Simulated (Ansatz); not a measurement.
**SnO2 under strain — ¹⁷O NMR of the central transition**

Cell: a measured structure from the Crystallography Open Database (COD), relaxed with PBE at fixed cell and then changed (z stretched by 1 %, ions relaxed).

```
CELL_PARAMETERS angstrom
4.73800 0.00000 0.00000
0.00000 4.73800 0.00000
0.00000 0.00000 3.21836
ATOMIC_POSITIONS crystal
Sn 0.00000 0.00000 0.00000
Sn 0.50000 0.50000 0.50000
O 0.30574 0.30574 0.00000
O 0.19426 0.80574 0.50000
O 0.69426 0.69426 0.00000
O 0.80574 0.19426 0.50000
```

Sites (sets of like atoms) are named by element and the number of their first atom in this list.

Computed with Ansatz: DFT, PBE, plane waves and PAW, scalar-relativistic, 420 eV cutoff, Γ-centred 7×7×9 k-points, Fermi–Dirac smearing 0.02 eV.

¹⁷O has I = 5/2 and Q = -25.58 mb (Pyykkö 2018); at 16.4 T its Larmor frequency is ν₀ = 94.7 MHz. Only the quadrupole interaction is simulated: positions count from each site's isotropic chemical shift, and J coupling is left out, as are shift anisotropy and dipolar coupling, which fast spinning averages.

**Question.** What does the ¹⁷O spectrum (fast magic-angle spinning) show for each site?

**Answer.** 

```csv
site,first shell,C_Q (MHz),η,P_Q (MHz),δ_QIS (ppm),breadth (kHz)
O,3 Sn at 2.05–2.07 Å,6.62,0.13,6.64,-29.5,6.22
```

δ_QIS = −(ν_Q²/30ν₀²)[I(I+1) − 3/4](1 + η²/3) × 10⁶ ppm with ν_Q = 3|C_Q|/[2I(2I−1)]; it falls as 1/B₀² in ppm, and the breadth as 1/B₀ in kHz.

At O V_zz stands upright on the plane through its three neighbours (within 1°).

Without spin–orbit coupling (the program notes it for Sn) the gradients can shift somewhat, as the gap is small. At this changed cell the PBE pressure is 8 GPa.
